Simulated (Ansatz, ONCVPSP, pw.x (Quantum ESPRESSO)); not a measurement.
pw.x on fcc Rb: one setting changed

Potential: optimised norm-conserving Vanderbilt (ONCV), ONCVPSP 4.0.1, PBE; core [Ar] 3d10, reference 4s2 4p6 5s1; waves: 4s+5s: rc 2.90 bohr, ncon 3, nbas 8, qcut 4.3 1/bohr, 2 projectors; 4p: rc 2.30 bohr, ncon 4, nbas 7, qcut 7.5 1/bohr, 2 projectors, debl 3.3 Ha; d scattering state at 0.06 Ha: rc 2.40 bohr, ncon 4, nbas 8, qcut 4.6 1/bohr, 2 projectors, debl 2.9 Ha; local part: polynomial inside 1.80 bohr (lpopt 5, dvloc0 3 Ha); core correction: Teter function, fcfact 2.75, rcfact 1.3.

The reference run (k-mesh 8³, cutoffs 50/200 Ry, Fermi–Dirac 0.01 Ry, mixing_beta 0.4, conv_thr 1e-9, no spin) gives -0.01 GPa at 92.108 Å³/atom, where all-electron LAPW gives -0.00 GPa. This run, with its own iteration cap, changes mixing_beta to 0.2.

```
&control
  calculation='scf', prefix='x', pseudo_dir='./', outdir='./tmp', tstress=.true., disk_io='none'
/
&system
  ibrav=0, nat=1, ntyp=1, ecutwfc=50, ecutrho=200, nbnd=12,
  occupations='smearing', smearing='fd', degauss=0.01
/
&electrons
  conv_thr=1e-09, mixing_beta=0.2, electron_maxstep=50
/
ATOMIC_SPECIES
Rb 1.0 Rb.UPF
CELL_PARAMETERS angstrom
  0.00000000 3.58444938 3.58444938
  3.58444938 0.00000000 3.58444938
  3.58444938 3.58444938 0.00000000
ATOMIC_POSITIONS crystal
Rb 0.0000 0.0000 0.0000
K_POINTS automatic
8 8 8 0 0 0
```

```bash
pw.x < Rb.scf.in > Rb.scf.out
```

Question: How does the run end?

Answer: It converges in 8 iterations; the free energy moves by +0.0 meV/atom and the pressure by +0.00 GPa. The result is that of the reference run.

```
Message from routine setup:
     using ibrav=0 with symmetry is DISCOURAGED, use correct ibrav instead
     lattice parameter (alat)  =       9.5794  a.u.
     unit-cell volume          =     621.5756 (a.u.)^3
     number of electrons       =         9.00
     number of Kohn-Sham states=           12
     kinetic-energy cutoff     =      50.0000  Ry
     charge density cutoff     =     200.0000  Ry
     scf convergence threshold =      1.0E-09
     Exchange-correlation= PBE
     number of k points=    29  Fermi-Dirac smearing, width (Ry)=  0.0100
     iteration #  1     ecut=    50.00 Ry     beta= 0.20
     total energy              =     -51.08119099 Ry
     estimated scf accuracy    <       0.00135042 Ry
     iteration #  2     ecut=    50.00 Ry     beta= 0.20
     total energy              =     -51.08099541 Ry
     estimated scf accuracy    <       0.00069676 Ry
     iteration #  3     ecut=    50.00 Ry     beta= 0.20
     total energy              =     -51.08112618 Ry
     estimated scf accuracy    <       0.00006104 Ry
     iteration #  4     ecut=    50.00 Ry     beta= 0.20
     total energy              =     -51.08113093 Ry
     estimated scf accuracy    <       0.00000154 Ry
     iteration #  5     ecut=    50.00 Ry     beta= 0.20
     total energy              =     -51.08113088 Ry
     estimated scf accuracy    <       0.00000046 Ry
     iteration #  6     ecut=    50.00 Ry     beta= 0.20
     total energy              =     -51.08113097 Ry
     estimated scf accuracy    <       0.00000013 Ry
     iteration #  7     ecut=    50.00 Ry     beta= 0.20
     total energy              =     -51.08113100 Ry
     estimated scf accuracy    <          3.6E-09 Ry
     iteration #  8     ecut=    50.00 Ry     beta= 0.20
     the Fermi energy is     1.8545 ev
!    total energy              =     -51.08113100 Ry
     estimated scf accuracy    <          1.5E-10 Ry
     smearing contrib. (-TS)   =      -0.00418021 Ry
     The total energy is F=E-TS. E is the sum of the following terms:
     one-electron contribution =     -28.42014554 Ry
     hartree contribution      =      14.87928985 Ry
     xc contribution           =     -10.12287953 Ry
     ewald contribution        =     -27.41321557 Ry
     convergence has been achieved in   8 iterations
          total   stress  (Ry/bohr**3)                   (kbar)     P=       -0.04
     Message from routine punch:
     Nothing written, as per user request (disk_io='none')
```

The run took about 12 s on one core of a shared host (Intel(R) Xeon(R) 6975P-C, 96 threads, 744 GiB, load 24).
